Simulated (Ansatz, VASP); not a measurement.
## CdS in VASP and in Ansatz

File INCAR:

```
ALGO = Normal
EDIFF = 1E-6
ENCUT = 520
GGA = PE
ISIF = 2
ISMEAR = -1
LASPH = True
LCHARG = False
LREAL = False
LWAVE = False
NBANDS = 26
NELM = 60
PREC = Accurate
SIGMA = 0.01
```

Contents of KPOINTS:

```
k-points
0
Gamma
  7 7 4
```

Contents of POSCAR:

```
CdS
1.0
    4.2588431795      0.0000000000      0.0000000000
   -2.1294215898      3.6882663842      0.0000000000
    0.0000000000      0.0000000000      6.7490000000
Cd S
2 2
Direct
    0.3333333333      0.6666666667      0.0000000000
    0.6666666667      0.3333333333      0.5000000000
    0.3333333333      0.6666666667      0.3850000000
    0.6666666667      0.3333333333      0.8850000000
```

Input for Ansatz:

```yaml
crystal:
  lattice:
    - [4.2588431795, 0.0, 0.0]
    - [-2.1294215898, 3.6882663842, 0.0]
    - [0.0, 0.0, 6.749]
  atoms:
    - { symbol: Cd, position: [0.3333333333, 0.6666666667, 0.0] }
    - { symbol: Cd, position: [0.6666666667, 0.3333333333, 0.5] }
    - { symbol: S, position: [0.3333333333, 0.6666666667, 0.385] }
    - { symbol: S, position: [0.6666666667, 0.3333333333, 0.885] }
kpoints:
  mp_grid: { grid: [7, 7, 4] }
  band_path:
    path:
      - [0.0, 0.0, 0.0]
      - [0.5, 0.0, 0.0]
      - [0.3333333333, 0.3333333333, 0.0]
      - [0.0, 0.0, 0.0]
      - [0.0, 0.0, 0.5]
      - [0.5, 0.0, 0.5]
      - [0.3333333333, 0.3333333333, 0.5]
      - [0.0, 0.0, 0.5]
      - [0.5, 0.0, 0.5]
    npoints: 5
scf:
  occupations: { method: fermi_dirac, width: 0.01 }
hamiltonian:
  xc: pbe
  pseudopotentials: { kind: all_electron, lapw: { basis_error: 0.001 } }
output:
  forces: true
  stress: true
  eigenvalues: true
```

Change from the starting cell: equal xx and yy strain of +3 %.

Alike in both runs: task single point; functional PBE; k mesh 7 × 7 × 4; occupations fermi-dirac, width 0.01 eV; no spin polarisation.

|  | VASP | Ansatz |
| --- | --- | --- |
| version | VASP 6.6.1 | Ansatz 0.2.0 |
| potentials or method | VASP PAW PBE potentials, release 64 (Cd, S) | all-electron LAPW, scalar-relativistic |
| plane-wave cutoff (eV) | 520 | see its input |

Ansatz gave:

* gap on the k mesh at the Fermi level (eV): 1.07
* pressure (GPa): -0.9
* largest component of the traceless stress (GPa): 0.51
* rms of the force components (eV/Å): 0.039

Problem. Estimate VASP's values.

Solution. gap on the k mesh at the Fermi level (eV): 1.06; pressure (GPa): -0.7; largest component of the traceless stress (GPa): 0.51; rms of the force components (eV/Å): 0.039.

Atom by atom the forces differ by 0.000 eV/Å (rms over components). Ansatz ran all-electron here, so the differences hold the error of VASP's frozen core and of both bases.
